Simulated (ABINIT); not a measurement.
# AlRu (Pm-3m) in ABINIT: reference runs

Aim: a first look at AlRu with PBEsol, on the cell as given and on a disturbed one.

Program: ABINIT 10.8.3 (patched build). These are calculated values, not measurements. Logs are shortened: lines on timing, memory, paths and dates and some standing lists are left out, and cuts for length are marked. The log counts tension as positive stress, the text compression.

## Step 1: The structure

Symmetry: Pm-3m, No. 221, cubic system. Conventional cell: a = 2.992 Å, b = 2.992 Å, c = 2.992 Å, α = 90.00°, β = 90.00°, γ = 90.00°. Ru (site symmetry m-3m) has 8 Al at 2.59 Å as nearest neighbours. Al (site symmetry m-3m) has 8 Ru at 2.59 Å as nearest neighbours.

## Step 2: Single point, PBEsol

run.abi reads:

```
# Pseudopotentials
pp_dirpath "./"
pseudos "Ru.upf, Al.upf"

# Structure
acell 3*1.0 Angstrom
rprim
     2.9916000000     0.0000000000     0.0000000000
     0.0000000000     2.9916000000     0.0000000000
     0.0000000000     0.0000000000     2.9916000000
ntypat 2
znucl 44 13
natom 2
typat 1 2
xred
     0.5000000000     0.5000000000     0.5000000000
     0.0000000000     0.0000000000     0.0000000000

# Plane-wave basis
ecut 1142.878222 eV

# k points
kptopt 1
ngkpt 9 9 9
nshiftk 1
shiftk 0.0 0.0 0.0

# Exchange and correlation
ixc -116133

# Bands and occupations
nband 14
occopt 3
tsmear 0.05 eV

# SCF cycle
nstep 100
tolvrs 1.0e-10

# Output
iomode 3
prtwf 0
prtden 0
prteig 0
prtebands 0
```

Potentials or basis: PseudoDojo NC SR PBEsol v0.4.1 standard.

Launch:

```bash
$ abinit run.abi > log 2>&1
```

run.abo:

```text
.Version 10.8.3 of ABINIT
 Symmetries : space group Pm -3 m (#221); Bravais cP (primitive cubic)
================================================================================
 Values of the parameters that define the memory need of the present run
     intxc =       0    ionmov =       0      iscf =       7    lmnmax =       6
     lnmax =       6     mgfft =      36  mpssoang =       3    mqgrid =    3001
     natom =       2  nloc_mem =       1    nspden =       1   nspinor =       1
    nsppol =       1      nsym =      48    n1xccc =    2501    ntypat =       2
    occopt =       3   xclevel =       2
       mpw =        2370          nfft =       46656          nkpt =          35
================================================================================
================================================================================

--------------------------------------------------------------------------------
------------- Echo of variables that govern the present computation ------------
--------------------------------------------------------------------------------
 -outvars: echo values of preprocessed input variables --------
            acell      1.8897261259E+00  1.8897261259E+00  1.8897261259E+00 Bohr
              amu      1.01070000E+02  2.69815390E+01
             ecut      4.20000000E+01 Hartree
              ixc     -116133
         kptrlatt        9    0    0      0    9    0      0    0    9
          kptrlen      5.08797421E+01
            natom           2
            nband          14
            ngfft          36      36      36
             nkpt          35
            nstep         100
             nsym          48
           ntypat           2
           occopt           3
           prtden           0
        prtebands           0
           prteig           0
            prtwf           0
            rprim      2.9916000000E+00  0.0000000000E+00  0.0000000000E+00
                       0.0000000000E+00  2.9916000000E+00  0.0000000000E+00
                       0.0000000000E+00  0.0000000000E+00  2.9916000000E+00
          spgroup         221
           tolvrs      1.00000000E-10
           tsmear      1.83746611E-03 Hartree
            typat      1  2
           xangst      1.4958000000E+00  1.4958000000E+00  1.4958000000E+00
                       0.0000000000E+00  0.0000000000E+00  0.0000000000E+00
            xcart      2.8266523391E+00  2.8266523391E+00  2.8266523391E+00
                       0.0000000000E+00  0.0000000000E+00  0.0000000000E+00
             xred      5.0000000000E-01  5.0000000000E-01  5.0000000000E-01
                       0.0000000000E+00  0.0000000000E+00  0.0000000000E+00
            znucl       44.00000   13.00000

================================================================================

 chkinp: Checking input parameters for consistency.

================================================================================
[... 90 lines left out ...]
    2        2.00000          0.99534920
================================================================================

 ----iterations are completed or convergence reached----

 Mean square residual over all n,k,spin=   19.132E-07; max=  53.217E-05
 reduced coordinates (array xred) for    2 atoms
       0.500000000000      0.500000000000      0.500000000000
       0.000000000000      0.000000000000      0.000000000000
 rms dE/dt=  0.0000E+00; max dE/dt=  0.0000E+00; dE/dt below (all hartree)
    1       0.000000000000      0.000000000000      0.000000000000
    2       0.000000000000      0.000000000000      0.000000000000

 cartesian coordinates (angstrom) at end:
    1      1.49580000000000     1.49580000000000     1.49580000000000
    2      0.00000000000000     0.00000000000000     0.00000000000000

 cartesian forces (hartree/bohr) at end:
    1     -0.00000000000000    -0.00000000000000    -0.00000000000000
    2     -0.00000000000000    -0.00000000000000    -0.00000000000000
 frms,max,avg= 0.0000000E+00 0.0000000E+00   0.000E+00  0.000E+00  0.000E+00 h/b

 cartesian forces (eV/Angstrom) at end:
    1     -0.00000000000000    -0.00000000000000    -0.00000000000000
    2     -0.00000000000000    -0.00000000000000    -0.00000000000000
 frms,max,avg= 0.0000000E+00 0.0000000E+00   0.000E+00  0.000E+00  0.000E+00 e/A
 length scales=  1.889726125908  1.889726125908  1.889726125908 bohr
              =  1.000000000000  1.000000000000  1.000000000000 angstroms
 Fermi (or HOMO) energy (hartree) =   0.47187   Average Vxc (hartree)=  -0.46721
 Eigenvalues (hartree) for nkpt=  35  k points:
 kpt#   1, nband= 14, wtk=  0.00137, kpt=  0.0000  0.0000  0.0000 (reduced coord)
  -2.16268   -1.05906   -1.05906   -1.05906    0.11897    0.34250    0.34250    0.48098
   0.48098    0.48098    0.69804    0.69804    0.69804    0.87892
      occupation numbers for kpt#   1
   2.00000    2.00000    2.00000    2.00000    2.00000    2.00000    2.00000    0.01397
   0.01397    0.01397    0.00000    0.00000    0.00000    0.00000
 prteigrs : prtvol=0 or 1, do not print more k-points.

--- !EnergyTerms
iteration_state     : {dtset: 1, }
comment             : Components of total free energy in Hartree
kinetic             :  3.36922777881748E+01
hartree             :  2.27100166588745E+01
xc                  : -1.81468757811467E+01
Ewald energy        : -7.33084215654998E+01
psp_core            :  2.20087053083614E+00
local_psp           : -7.85425363584037E+01
non_local_psp       :  8.00438861732228E+00
internal            : -1.03390280109842E+02
'-kT*entropy'       : -5.47413107246314E-04
total_energy        : -1.03390827522950E+02
total_energy_eV     : -2.81340774201859E+03
band_energy         : -6.63868263639035E+00
...

 Cartesian components of stress tensor (hartree/bohr^3)
  sigma(1 1)=  1.10310241E-04  sigma(3 2)=  0.00000000E+00
  sigma(2 2)=  1.10310241E-04  sigma(3 1)=  0.00000000E+00
  sigma(3 3)=  1.10310241E-04  sigma(2 1)=  0.00000000E+00

-Cartesian components of stress tensor (GPa)         [Pressure= -3.2454E+00 GPa]
- sigma(1 1)=  3.24543935E+00  sigma(3 2)=  0.00000000E+00
- sigma(2 2)=  3.24543935E+00  sigma(3 1)=  0.00000000E+00
- sigma(3 3)=  3.24543935E+00  sigma(2 1)=  0.00000000E+00

== END DATASET(S) ==============================================================
================================================================================

 -outvars: echo values of variables after computation  --------
            acell      1.8897261259E+00  1.8897261259E+00  1.8897261259E+00 Bohr
           etotal     -1.0339082752E+02
            fcart     -0.0000000000E+00 -0.0000000000E+00 -0.0000000000E+00
                      -0.0000000000E+00 -0.0000000000E+00 -0.0000000000E+00
            rprim      2.9916000000E+00  0.0000000000E+00  0.0000000000E+00
                       0.0000000000E+00  2.9916000000E+00  0.0000000000E+00
                       0.0000000000E+00  0.0000000000E+00  2.9916000000E+00
           strten      1.1031024123E-04  1.1031024123E-04  1.1031024123E-04
                       0.0000000000E+00  0.0000000000E+00  0.0000000000E+00
           xangst      1.4958000000E+00  1.4958000000E+00  1.4958000000E+00
                       0.0000000000E+00  0.0000000000E+00  0.0000000000E+00
             xred      5.0000000000E-01  5.0000000000E-01  5.0000000000E-01
                       0.0000000000E+00  0.0000000000E+00  0.0000000000E+00
 Calculation completed.
```

Run time: 30 s. Hardware: 1 thread of Intel Xeon Platinum 8488C (Sapphire Rapids), shared host; peak memory 0.08 GiB.

Results:

| Item | Value |
| --- | --- |
| Free energy | -2813.4077 eV |
| Pressure | -3.2 GPa |
| Band gap on the k mesh | none (metal or under the smearing width) |
| Valence electrons inside the program's atomic spheres | Ru 12.99; Al 1.00 |

## Step 3: Single point, PBEsol (atoms moved at random, drawn with an rms of 0.05 Å)

run.abi reads:

```
# Pseudopotentials
pp_dirpath "./"
pseudos "Ru.upf, Al.upf"

# Structure
acell 2.9916 2.9916 2.9916 Angstrom
rprim
     1.0000000000     0.0000000000     0.0000000000
     0.0000000000     1.0000000000     0.0000000000
     0.0000000000     0.0000000000     1.0000000000
ntypat 2
znucl 44 13
natom 2
typat 1 2
xred
     0.4970030000     0.5110170000     0.4878020000
    -0.0043240000    -0.0088300000     0.0100190000
chkprim 0
chksymtnons 0
tolsym 1.0e-6

# Plane-wave basis
ecut 42.0

# k points
kptopt 1
ngkpt 9 9 9
nshiftk 1
shiftk 0.0 0.0 0.0

# Exchange and correlation
ixc -116133

# Bands and occupations
nband 14
occopt 3
tsmear 0.05 eV

# SCF cycle
nstep 100
tolvrs 1.0e-10

# Output
iomode 3
prtwf 0
prtden 0
prteig 0
prtebands 0
```

Potentials or basis: PseudoDojo NC SR PBEsol v0.4.1 standard.

Launch:

```bash
$ abinit run.abi > log 2>&1
```

run.abo:

```text
.Version 10.8.3 of ABINIT
 Symmetries : space group P1 (#  1); Bravais aP (primitive triclinic)
================================================================================
 Values of the parameters that define the memory need of the present run
     intxc =       0    ionmov =       0      iscf =       7    lmnmax =       6
     lnmax =       6     mgfft =      36  mpssoang =       3    mqgrid =    3001
     natom =       2  nloc_mem =       1    nspden =       1   nspinor =       1
    nsppol =       1      nsym =       1    n1xccc =    2501    ntypat =       2
    occopt =       3   xclevel =       2
       mpw =        2370          nfft =       46656          nkpt =         365
================================================================================
================================================================================

--------------------------------------------------------------------------------
------------- Echo of variables that govern the present computation ------------
[... 193 lines left out ...]
  sigma(3 3)=  9.46812541E-05  sigma(2 1)= -1.27074319E-06

-Cartesian components of stress tensor (GPa)         [Pressure= -2.6363E+00 GPa]
- sigma(1 1)=  2.41217136E+00  sigma(3 2)=  6.15116411E-01
- sigma(2 2)=  2.71099451E+00  sigma(3 1)=  4.17320319E-02
- sigma(3 3)=  2.78561867E+00  sigma(2 1)= -3.73865555E-02

== END DATASET(S) ==============================================================
================================================================================

 -outvars: echo values of variables after computation  --------
            acell      5.6533046783E+00  5.6533046783E+00  5.6533046783E+00 Bohr
           etotal     -1.0338968605E+02
            fcart     -6.1368807702E-04 -9.0705239051E-03  1.0123768845E-02
                       6.1368807702E-04  9.0705239051E-03 -1.0123768845E-02
           strten      8.1988038066E-05  9.2144830542E-05  9.4681254075E-05
                       2.0907381871E-05  1.4184429328E-06 -1.2707431930E-06
           xangst      1.4868341748E+00  1.5287584572E+00  1.4593084632E+00
                      -1.2935678400E-02 -2.6415828000E-02  2.9972840400E-02
             xred      4.9700300000E-01  5.1101700000E-01  4.8780200000E-01
                      -4.3240000000E-03 -8.8300000000E-03  1.0019000000E-02
 Calculation completed.
```

Wall time 5.9 min (1 thread of Intel Xeon Platinum 8488C (Sapphire Rapids), shared host); peak memory 0.25 GiB.

What came out:

| Quantity | Value |
| --- | --- |
| Free energy | -2813.3767 eV |
| Pressure | -2.6 GPa |
| Largest force | 0.700 eV/Å |
| Band gap on the k mesh | none (metal or under the smearing width) |
| Valence electrons inside the program's atomic spheres | Ru 12.97; Al 0.99 |

Forces in eV/Å, atoms in the order of the input:
```
Ru  -0.032 -0.466  0.521
Al   0.032  0.466 -0.521
```

Stress tensor (GPa, compression positive):
```
-2.41  0.04 -0.04
 0.04 -2.71 -0.62
-0.04 -0.62 -2.79
```
